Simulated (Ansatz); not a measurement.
Here is an Ansatz 0.2.0 calculation.

The input input.yaml:

```yaml
crystal:
  lattice:
    - [0.0, 2.3885, 2.3885]
    - [2.3885, 0.0, 2.3885]
    - [2.3885, 2.3885, 0.0]
  atoms:
    - { symbol: As, position: [0.75, 0.75, 0.75] }
    - { symbol: B, position: [0.0, 0.0, 0.0] }
hamiltonian:
  xc: pbe
  pseudopotentials: { kind: paw }
kpoints:
  mp_grid: { grid: [10, 10, 10] }
scf:
  occupations: { method: gaussian, width: 0.029 }
output:
  forces: true
  stress: true
  eigenvalues: true
  write_density: true
  write_potential: true
  elf: true
  volumetric_format: npy
```

Potentials or basis: Ansatz PAW.

Command:

```sh
$ ansatz run input.yaml --threads 2 --pin off --max-ram 5632MiB --backend cpu --events-out ev --progress --plain --runs-dir out
```

What does it give for the band gap on the k mesh?

1.18 eV, indirect (least direct gap 3.28 eV).

What does it give for the pressure?

2.8 GPa.

A k mesh can miss the band edges. A hybrid or GW would open this gap; PBE tends to underestimate it.
